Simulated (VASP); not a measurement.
# InSe (R3m) in VASP: further runs

One crystal, InSe, is run at these levels: rev-vdW-DF2, PBEsol; tasks: relaxation of cell and atoms.

Program: VASP 6.6.1. These are calculated values, not measurements. Logs are shortened: lines on timing, memory, paths and dates and some standing lists are left out, and cuts for length are marked.

### Step 1. The structure

Symmetry: R3m, No. 160, trigonal system. Conventional cell: a = 4.000 Å, b = 4.000 Å, c = 25.320 Å, α = 90.00°, β = 90.00°, γ = 120.00°. In (site symmetry 3m) has 3 Se at 2.64 Å and 1 In at 2.82 Å as nearest neighbours. In (site symmetry 3m) has 3 Se at 2.63 Å and 1 In at 2.82 Å as nearest neighbours. Around Se (site symmetry 3m) lie 3 In at 2.64 Å. Around Se (site symmetry 3m) lie 3 In at 2.63 Å.

### Step 2. Relaxation of cell and atoms, rev-vdW-DF2

INCAR

```
SYSTEM = InSe
PREC = Accurate
ENCUT = 600
EDIFF = 1E-6
ISMEAR = 0
SIGMA = 0.03
LREAL = .False.
LASPH = .True.
NELM = 80
ALGO = Normal
ISIF = 3
LWAVE = .False.
LCHARG = .False.
GGA = MK
LUSE_VDW = .True.
AGGAC = 0.0
PARAM1 = 0.1234
PARAM2 = 0.711357
ZAB_VDW = -1.8867
IBRION = 2
NSW = 90
EDIFFG = -0.01
KPAR = 2
```

KPOINTS

```
Automatic mesh
0
Gamma
  8 8 8
  0 0 0
```

POSCAR

```
InSe
1.0
    2.0000000000      1.1547005384      8.4400000000
   -2.0000000000      1.1547005384      8.4400000000
    0.0000000000     -2.3094010768      8.4400000000
In Se
2 2
Direct
    0.0000000000      0.0000000000      0.0000000000
    0.1114000000      0.1114000000      0.1114000000
    0.6165000000      0.6165000000      0.6165000000
    0.8281000000      0.8281000000      0.8281000000
```

Potentials or basis: VASP PAW PBE potentials, release 64 (In_d, Se).

The run is started by

```console
$ cat potpaw_PBE.64/In_d/POTCAR potpaw_PBE.64/Se/POTCAR > POTCAR
$ mpirun -np 2 vasp_std > vasp.out
```

OUTCAR:

```text
SYSTEM = InSe
   PREC = Accurate
   ENCUT = 600
   EDIFF = 1E-6
   ISMEAR = 0
   LREAL = .False.
   LASPH = .True.
   NELM = 80
   ISIF = 3
   GGA = MK
   IBRION = 2
   NSW = 90
   EDIFFG = -0.01

 ion  position               nearest neighbor table
   1  0.000  0.000  0.000-   3 2.64   3 2.64   3 2.64   2 2.82
   2  0.111  0.111  0.111-   4 2.63   4 2.63   4 2.63   1 2.82
   3  0.617  0.617  0.617-   1 2.64   1 2.64   1 2.64
   4  0.828  0.828  0.828-   2 2.63   2 2.63   2 2.63

  LATTYP: Found a trigonal (rhomboedric) cell.
 ALAT       =     8.7502533297
 COS(alpha) =     0.8955162542

  Lattice vectors:

 A1 = (   2.0000000000,   1.1547005384,   8.4400000000)
 A2 = (  -2.0000000000,   1.1547005384,   8.4400000000)
 A3 = (   0.0000000000,  -2.3094010768,   8.4400000000)

Analysis of symmetry for initial positions (statically):
=====================================================================
 Subroutine PRICEL returns:
 Original cell was already a primitive cell.

 Routine SETGRP: Setting up the symmetry group for a
 trigonal (rhombohedral) supercell.

 Subroutine GETGRP returns: Found  6 space group operations
 (whereof  6 operations were pure point group operations)
 out of a pool of 12 trial point group operations.

The static configuration has the point symmetry C_3v.

Analysis of symmetry for dynamics (positions and initial velocities):
=====================================================================
 Subroutine PRICEL returns:
 Original cell was already a primitive cell.

 Routine SETGRP: Setting up the symmetry group for a
 trigonal (rhombohedral) supercell.

 Subroutine GETGRP returns: Found  6 space group operations
 (whereof  6 operations were pure point group operations)
 out of a pool of 12 trial point group operations.

The dynamic configuration has the point symmetry C_3v.

 Subroutine INISYM returns: Found  6 space group operations
 (whereof  6 operations are pure point group operations),
 and found     1 'primitive' translations

----------------------------------------------------------------------------------------

                                     Primitive cell

  volume of cell :     116.9481

  direct lattice vectors                    reciprocal lattice vectors
     2.000000000  1.154700538  8.440000000     0.250000000  0.144337567  0.039494471
    -2.000000000  1.154700538  8.440000000    -0.250000000  0.144337567  0.039494471
     0.000000000 -2.309401077  8.440000000     0.000000000 -0.288675135  0.039494471

  length of vectors
     8.750253330  8.750253330  8.750253330     0.291364285  0.291364285  0.291364285

  position of ions in fractional coordinates (direct lattice)
     0.000000000  0.000000000  0.000000000
     0.111400000  0.111400000  0.111400000
     0.616500000  0.616500000  0.616500000
     0.828100000  0.828100000  0.828100000

  ion indices of the primitive-cell ions
   primitive index   ion index
                 1           1
                 2           2
                 3           3
                 4           4

----------------------------------------------------------------------------------------

 KPOINTS: Automatic mesh

Automatic generation of k-mesh.
 Grid dimensions read from file:
 generate k-points for:    8    8    8

 Generating k-lattice:

  Cartesian coordinates                     Fractional coordinates (reciprocal lattice)
     0.031250000  0.018042196  0.004936809     0.125000000  0.000000000  0.000000000
    -0.031250000  0.018042196  0.004936809     0.000000000  0.125000000  0.000000000
     0.000000000 -0.036084392  0.004936809     0.000000000  0.000000000  0.125000000

  Length of vectors
     0.036420536  0.036420536  0.036420536

  Shift w.r.t. Gamma in fractional coordinates (k-lattice)
     0.000000000  0.000000000  0.000000000

 Subroutine IBZKPT returns following result:
 ===========================================

 Found     65 irreducible k-points:

 Following reciprocal coordinates:
            Coordinates               Weight
  0.000000  0.000000  0.000000      1.000000
  0.125000 -0.000000  0.000000      6.000000
  0.250000 -0.000000  0.000000      6.000000
  0.375000  0.000000  0.000000      6.000000
  0.500000 -0.000000  0.000000      3.000000
  0.125000  0.125000  0.000000      6.000000
[... 16 lines left out ...]
  0.250000  0.125000  0.125000      6.000000
  0.375000  0.125000  0.125000      6.000000
 [... further k-points ...]
   k-points           NKPTS =     65   k-points in BZ     NKDIM =     65   number of bands    NBANDS=     23
   number of dos      NEDOS =    301   number of ions     NIONS =      4
   total plane-waves  NPLWV = 343000
   dimension x,y,z NGX =    70 NGY =   70 NGZ =   70
   dimension x,y,z NGXF=   140 NGYF=  140 NGZF=  140
   ions per type =               2   2
   NGX,Y,Z   is equivalent  to a cutoff of  13.30, 13.30, 13.30 a.u.
   NGXF,Y,Z  is equivalent  to a cutoff of  26.60, 26.60, 26.60 a.u.
 SYSTEM =  InSe
   PREC   = accura    normal or accurate (medium, high low for compatibility)
   ISTART =      0    job   : 0-new  1-cont  2-samecut
   ICHARG =      2    charge: 1-file 2-atom 10-const
   ISPIN  =      1    spin polarized calculation?
   LNONCOLLINEAR =      F non collinear calculations
   LSORBIT =      F    spin-orbit coupling
   LASPH  =      T    aspherical Exc in radial PAW
   ENCUT  =  600.0 eV  44.10 Ry    6.64 a.u.  17.48 17.48 17.48*2*pi/ulx,y,z
   NELM   =     80;   NELMIN=  2; NELMDL= -5     # of ELM steps
   EDIFF  = 0.1E-05   stopping-criterion for ELM
   LREAL  =      F    real-space projection
   EDIFFG = -.1E-01   stopping-criterion for IOM
   NSW    =     90    number of steps for IOM
   IBRION =      2    ionic relax: 0-MD 1-quasi-New 2-CG
   NFREE  =      1    steps in history (QN), initial steepest desc. (CG)
   ISIF   =      3    stress and relaxation
   ISYM   =      2    0-nonsym 1-usesym 2-fastsym
   POTIM  = 0.5000    time-step for ionic-motion
   TEBEG  =    0.0;   TEEND  =   0.0 temperature during run
   PSTRESS=    0.0 pullay stress
   NELECT =      38.0000    total number of electrons
   NUPDOWN=      -1.0000    fix difference up-down
   EMIN   =  10.00;   EMAX   =-10.00  energy-range for DOS
   EFERMI =   0.00;   METHOD = LEGACY
   ISMEAR =     0;   SIGMA  =   0.03  broadening in eV -4-tet -1-fermi 0-gaus
   EFERMI_NEDOS =   21; number of points for ismear=-14 and -15
   IALGO  =     38    algorithm
   IMIX   =      4    mixing-type and parameters
     AMIX     =   0.40;   BMIX     =  1.00
     AMIX_MAG =   1.60;   BMIX_MAG =  1.00
  volume/ion in A,a.u.               =      29.24       197.30
  Fermi-wavevector in a.u.,A,eV,Ry     =   1.125481  2.126852 17.234615  1.266709
  Thomas-Fermi vector in A             =   2.262159
   LORBIT       =      0    0 simple, 1 ext, 2 COOP (PROOUT), +10 PAW based schemes
   GGA     = MK    functional components
   LHFCALC =     F    Hartree Fock is set to
   AEXX    =    0.0000 exact exchange contribution
   IVDW_NL    =     1    kernel type
   BPARAM     = 6.3000
   IVDW    =     0    specifies the selected vdW correction
   LEPSILON=     F    determine dielectric tensor
   LRPA    =     F    only Hartree local field effects (RPA)
 conjugate gradient relaxation of ions
 non-spin polarized calculation
 Gauss-broadening in eV      SIGMA  =   0.03
  energy-cutoff  :      600.00
  volume of cell :      116.95
 maximum number of plane-waves:      3926
 NGX is ok and might be reduce to    70
   NGX = 35   NGY = 35   NGZ = 35

--------------------------------------- Ionic step        1  -------------------------------------------

 number of electron      37.9999998 magnetization

 Free energy of the ion-electron system (eV)
  ---------------------------------------------------
  ext. energy  EPLUGINS =         0.00000000
  ---------------------------------------------------
  free energy    TOTEN  =        -5.70201147 eV

  energy without entropy =       -5.70201147  energy(sigma->0) =       -5.70201147

------------------------ aborting loop because EDIFF is reached ----------------------------------------

  FORCE on cell =-STRESS in cart. coord.  units (eV):
  Direction    XX          YY          ZZ          XY          YZ          ZX
  --------------------------------------------------------------------------------------
  -------------------------------------------------------------------------------------
  Total        1.5789626      1.5789626      0.5920880      0.0000000      0.0000000      0.0000000
  in kB       21.6316362     21.6316362      8.1115490      0.0000000      0.0000000      0.0000000
  external PRESSURE =      17.1249405 kB  Pullay stress =       0.0000000 kB
[... 99 lines left out ...]
  FREE ENERGIE OF THE ION-ELECTRON SYSTEM (eV)
  ---------------------------------------------------
  free  energy   TOTEN  =        -5.7301215110 eV

  energy  without entropy=       -5.7301215110  energy(sigma->0) =       -5.73012151

Total vdW correction in eV:      6.7627997

[... ionic steps 4 to 12 ...]

--------------------------------------- Ionic step       13  -------------------------------------------

 number of electron      38.0000001 magnetization

------------------------ aborting loop because EDIFF is reached ----------------------------------------

  FORCE on cell =-STRESS in cart. coord.  units (eV):
  Direction    XX          YY          ZZ          XY          YZ          ZX
  --------------------------------------------------------------------------------------
  -------------------------------------------------------------------------------------
  Total       -0.0600651     -0.0600651      0.0055475      0.0000000      0.0000000      0.0000000
  in kB       -0.8039774     -0.8039774      0.0742536      0.0000000      0.0000000      0.0000000
  external PRESSURE =      -0.5112337 kB  Pullay stress =       0.0000000 kB
[... 65 lines left out ...]
Total vdW correction in eV:      6.7538694

--------------------------------------- Ionic step       15  -------------------------------------------

 number of electron      38.0000001 magnetization

 Free energy of the ion-electron system (eV)
  ---------------------------------------------------
  ext. energy  EPLUGINS =         0.00000000
  ---------------------------------------------------
  free energy    TOTEN  =        -5.73161300 eV

  energy without entropy =       -5.73161290  energy(sigma->0) =       -5.73161295

 E-fermi :   3.9015     XC(G=0):  -8.9472

 val. band max:        3.8247609458   @ k =   0.5000   0.5000   0.5000
 cond. band min:       3.9782217534   @ k =   0.5000   0.5000   0.5000
 fundamental gap:      0.1534608076
 Fermi energy:         3.9014911344

 k-point     1 :       0.0000    0.0000    0.0000
  band No.  band energies     occupation
      1     -10.9791      2.00000
      2     -10.7971      2.00000
      3     -10.7971      2.00000
      4     -10.7148      2.00000
      5     -10.7148      2.00000
      6     -10.7092      2.00000
[... 613 lines left out ...]
     22       7.6791      0.00000
     23       7.8521      0.00000

 [... further k-points ...]

------------------------ aborting loop because EDIFF is reached ----------------------------------------

  FORCE on cell =-STRESS in cart. coord.  units (eV):
  Direction    XX          YY          ZZ          XY          YZ          ZX
  --------------------------------------------------------------------------------------
  -------------------------------------------------------------------------------------
  Total       -0.0295116     -0.0295116     -0.0080429      0.0000000     -0.0000000      0.0000000
  in kB       -0.3954759     -0.3954759     -0.1077800      0.0000000     -0.0000000      0.0000000
  external PRESSURE =      -0.2995773 kB  Pullay stress =       0.0000000 kB
[... 19 lines left out ...]
  FREE ENERGIE OF THE ION-ELECTRON SYSTEM (eV)
  ---------------------------------------------------
  free  energy   TOTEN  =        -5.7316129987 eV

  energy  without entropy=       -5.7316129034  energy(sigma->0) =       -5.73161295

Total vdW correction in eV:      6.7512605

 reached required accuracy - stopping structural energy minimisation
```

It took 74 min on 2 MPI ranks of Intel Xeon 6975P-C (Granite Rapids), shared host; peak memory 2.4 GiB.

Results:

| Property | Result |
| --- | --- |
| Free energy | -5.7316 eV |
| Relaxed volume | 29.89 Å³/atom |
| Relaxed cell | a = 8.700 Å, b = 8.700 Å, c = 8.700 Å, α = 26.98°, β = 26.98°, γ = 26.98° |
| Space group after relaxing (to 0.05 Å) | R3m (No. 160) |
| Energy gained by relaxing | 7.4 meV/atom |
| Ionic steps | 15 |
| Pressure after relaxing | 0.0 GPa |
| Band gap on the k mesh | 0.15 eV, direct |

The path:
```
step  energy change (eV)  largest force (eV/Å)  pressure (GPa)  volume (Å³)
   1              0.0000                0.4168            1.71       116.95
   2             -0.0184                0.2520           -0.98       122.31
   3             -0.0281                0.0133           -0.05       120.27
   4             -0.0281                0.0070           -0.02       120.20
   5             -0.0285                0.0210            0.03       120.09
   6             -0.0286                0.0352            0.06       119.99
   7             -0.0288                0.0310           -0.01       120.17
   8             -0.0289                0.0267           -0.09       120.36
   9             -0.0290                0.0230           -0.06       120.26
  10             -0.0291                0.0389           -0.02       120.13
  11             -0.0292                0.0374            0.00       119.99
  12             -0.0294                0.0334            0.06       119.58
  13             -0.0295                0.0102           -0.05       119.70
  14             -0.0295                0.0069           -0.05       119.69
  15             -0.0296                0.0011           -0.03       119.56
```

Final structure:
```
In Se
1.0
     2.02959    1.17178    8.37870
    -2.02959    1.17178    8.37870
     0.00000   -2.34357    8.37870
In Se
2 2
Direct
  0.99987 0.99987 0.99987
  0.11150 0.11150 0.11150
  0.61530 0.61530 0.61530
  0.82933 0.82933 0.82933
```

Levels at points of the mesh, in eV from the valence-band top:
| k point | band 17 | band 18 | band 19 | band 20 | band 21 | band 22 |
| --- | --- | --- | --- | --- | --- | --- |
| (0.00, 0.00, 0.00) | -1.34 | -1.22 | -1.22 | 1.55 | 1.92 | 4.17 |
| (0.50, 0.00, 0.00) | -2.32 | -2.17 | -1.66 | 1.07 | 1.82 | 3.60 |
| (0.50, 0.50, 0.00) | -2.48 | -1.98 | -1.50 | 0.98 | 1.88 | 3.24 |
| (0.50, 0.50, 0.50) | -1.14 | -1.14 | 0.00 | 0.15 | 2.00 | 4.08 |

Caveat: the PAW data sets were made with another functional, which shifts forces and pressure a little; spin-orbit coupling is left out, which moves the levels of the heavy elements. Zero-point motion and thermal expansion aren't in these numbers.

(Continued in part 2 of 2.)
